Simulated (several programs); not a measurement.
# What each method gives for P (puckered monolayer)

P as a puckered monolayer, relaxed with r2SCAN in Ansatz, was computed with several methods. In-plane lattice: a = 4.627 Å, b = 3.292 Å, γ = 90.0°; thickness between the outer nuclei 2.08 Å. P is surrounded by 3 P at 2.21–2.25 Å. The calculation is spin-unpolarised, and the structure need not be a phase that has been made.

```xyz
4
Lattice="4.6275 0.0000 0.0000 0.0000 3.2919 0.0000 0.0000 0.0000 27.8196" Properties=species:S:1:pos:R:3 pbc="T T F"
P     0.4222    0.0000   10.5418
P     1.8915    1.6459   10.5418
P     2.7360    1.6459    8.4582
P     4.2053    0.0000    8.4582
```
Periodic in the plane only; c spans the vacuum.

Gaps and times are for a single point on this cell. Times are rough, from shared hosts (Arm Neoverse N1; Intel Xeon Platinum 8375C CPU @ 2.90GHz), and each method has its own mesh and cell size. PM6 (MOPAC), PM7 (MOPAC), GFN1-xTB (tblite), GFN2-xTB (tblite) treat a cluster of cells at its zone centre, which samples few k points: where these miss a band edge, the gap comes out too large for that reason alone. Gaps from k meshes are read at a limited set of points (mesh, symmetry points, PBE's band edges), so each method's own least gap may be somewhat smaller. xTB and the PM methods were fitted mostly to molecules, and can miss a solid's gap by electronvolts. Minimal bases can be far off for gaps. Times of the plane-wave ladder aren't listed, since it ran on unlike processors and cards. GLLB-SC's gap includes the derivative discontinuity. d marks a direct gap, i an indirect one (no mark: not told apart), a dash a value that wasn't computed or didn't pass its checks.

| method | kind | gap (eV) | atoms computed | processor time |
| --- | --- | --- | --- | --- |
| GFN1-xTB (tblite) | tight binding | 1.77 | cluster | 1.4 s |
| GFN2-xTB (tblite) | tight binding | 1.56 | cluster | 1.5 s |
| PM6 (MOPAC) | semi-empirical | 6.92 | cluster | 2.3 s |
| PM7 (MOPAC) | semi-empirical | 3.93 | cluster | 2.7 s |
| light PBE (260 eV and a coarse mesh) | light plane-wave | 0.91 i | 4 | 4.4 s |
| PBE/single zeta (GPAW) | small basis | 0.90 d | 4 | 8.1 s |
| LDA | semilocal | 0.82 i | 4 | – |
| PBE | semilocal | 0.91 d | 4 | – |
| r2SCAN | semilocal | 1.09 d | 4 | – |
| GLLB-SC (GPAW) | model potential | 1.76 | 4 | 89 s |
| PBE0 | hybrid | 2.28 d | 4 | – |
| HSE06 | hybrid | 1.59 d | 4 | – |
| r2SCANh | hybrid | 1.59 d | 4 | – |
| r2SCAN0 | hybrid | 2.37 d | 4 | – |

Against HSE06 (1.59 eV) and with closed or daggered gaps left aside, the nearest gap at the points sampled is that of r2SCANh (0.00 eV) and the farthest that of PM6 (MOPAC) (+5.33 eV). HSE06 is only a yardstick of convenience, and nearness to it can be luck.
